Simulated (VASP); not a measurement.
Crystal: HfS2.

```xyz
3
Lattice="3.6397 0.0000 0.0000 -1.8198 3.1520 0.0000 0.0000 0.0000 6.0556" Properties=species:S:1:pos:R:3 pbc="T T T"
Hf    0.0000    0.0000    0.0000
S     1.8198    1.0507    4.6262
S     0.0000    2.1014    1.4294
```

The cell is a database's computed one.

```yaml
Program: VASP 6.6.1
Task: relaxation of cell and atoms
Functional: PBE
Dispersion: D3(BJ)
Potentials_or_basis: VASP PAW PBE potentials, release 64 (Hf_pv, S)
Cutoff: 600 eV
k_mesh: 9 × 9 × 5
Occupations: gaussian, width 0.03 eV
Spin: no spin polarisation
```

At the start: pressure -1.0 GPa; volume 23.16 Å³/atom.

Problem. Where does the relaxation end?

Solution. Over 13 steps the energy falls by 9.9 meV/atom and the volume is 21.55 Å³/atom (-6.9 %); space group P-3m1 (No. 164, to 0.05 Å).

The path:
```
step  energy change (eV)  largest force (eV/Å)  pressure (GPa)  volume (Å³)
   1              0.0000                0.1620           -1.05        69.47
   2             -0.0063                0.3158            0.69        67.96
   3             -0.0064                0.2992            0.54        68.12
   4             -0.0120                0.1578            0.15        67.80
   5             -0.0134                0.0495           -0.13        67.56
   6             -0.0167                0.0398           -0.23        67.30
   7             -0.0244                0.0082           -0.52        66.52
   8             -0.0259                0.0638           -0.91        64.92
   9             -0.0279                0.0192           -0.73        65.70
  10             -0.0287                0.1172            0.54        64.57
  11             -0.0292                0.0652            0.06        64.99
  12             -0.0296                0.0379            0.03        64.84
  13             -0.0298                0.0014            0.02        64.65
```

Final structure:
```
Hf S
1.0
     3.59684    0.00000    0.00000
    -1.79842    3.11495    0.00000
     0.00000    0.00000    5.77000
Hf S
1 2
Direct
  0.00000 0.00000 0.00000
  0.66667 0.33333 0.74784
  0.33333 0.66667 0.25216
```
